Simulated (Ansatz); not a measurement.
## A series in displacement on InSe

Results calculated with Ansatz 0.2.0, not measured. All atoms of one element of a crystal moved along a line, all else fixed, by plane-wave density functional theory with PAW datasets, free energies less that of the undisturbed cell, pressure positive in compression; scalar-relativistic.

The cell before atoms are moved (space group R3m, No. 160):
```
cell vectors (Å)
   2.0000     1.1547     8.3167
  -2.0000     1.1547     8.3167
   0.0000    -2.3094     8.3167
atoms (fractions of the cell vectors)
In  0.00000  0.00000  0.00000
In  0.11220  0.11220  0.11220
Se  0.61550  0.61550  0.61550
Se  0.83000  0.83000  0.83000
```

Settings of every row: functional PBE; dispersion D3(BJ); spin none; wave cutoff 300 eV; k mesh 6x6x6; occupations gaussian; smearing width 0.03 eV; k shift 0x0x0; start as given; moved element Se; direction 0, 0, 1 Cartesian unit vector.

Limits: coarse k mesh; cutoff under the advised one; reference crystal is not relaxed.

| row | displacement (Å) | pressure (GPa) | energy change (eV a cell) | force along direction (eV/Å summed over the moved atoms) |
| --- | --- | --- | --- | --- |
| 1 | -0.2 | 1.503 | 0.2414 | 2.3837 |
| 2 | -0.15 | 1.337 | 0.1364 | 1.8109 |
| 3 | -0.1 | 1.221 | 0.0606 | 1.2162 |
| 4 | -0.05 | 1.154 | 0.015 | 0.6077 |
| 5 | 0 | ? | ? | ? |
| 6 | 0.05 | 1.161 | 0.0158 | -0.6222 |
| 7 | 0.1 | 1.237 | 0.0621 | -1.2287 |
| 8 | 0.15 | 1.363 | 0.1384 | -1.8202 |
| 9 | 0.175 | 1.444 | 0.1875 | -2.1079 |
| 10 | 0.2 | 1.537 | 0.2437 | -2.389 |

Question: what pressure should row 5 give?

Worked fit of pressure. Take t = displacement, in Å. The shown rows have t = -0.2, -0.15, -0.1, -0.05, 0.05, 0.1, 0.15, 0.175, 0.2. Least squares give pressure = 1.1327 + 0.0845 × t + 9.675 × t² GPa; a straight line predicts inner rows, each left out in turn, worse (root mean square 0.13 against 0.00094 GPa). The rows lie off it by 0.000, -0.001, 0.000, 0.001, 0.000, -0.001, 0.000, 0.000, 0.000. The withheld row has t = 0, so the fit gives 1.1327 + 0.0845 × (0) + 9.675 × (0)² = 1.133 GPa.

The calculation gave 1.133 GPa. The fit meets it to the printed digit.

The other values of row 5: energy change 0 eV a cell; force along direction -0.0077 eV/Å summed over the moved atoms.
